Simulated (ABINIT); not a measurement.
Runs of ABINIT 10.8.3 (patched build) on Al. The structure is cubic, space group Pm-3m (No. 221). Conventional cell: a = 2.722 Å, b = 2.722 Å, c = 2.722 Å, α = 90.00°, β = 90.00°, γ = 90.00°. Al (site symmetry m-3m) has 6 Al at 2.72 Å as nearest neighbours. The cell was built by a generator and needn't be a form met in nature.

| level | gap on the mesh (eV) | pressure (GPa) |
| --- | --- | --- |
| RPBE | none | 1.2 |
| PBEsol | none | -0.9 |
| AM05 | none | -1.6 |
| PW91 | none | (b) |
| LDA | none | (a) |

Alike in all rows: task single point; potentials or basis JTH PAW PBE v2.0; no spin polarisation; cell as given; k mesh 10 × 10 × 10; cutoff (eV) 490; smearing fermi-dirac 0.05 eV.

Q: Fill in the values left out.

A: (a) -1.7; (b) 0.6.

Caveats: the PAW data sets were made with another functional, which shifts forces and pressure a little.

A gap of «none» marks a metal or a gap under the smearing width.
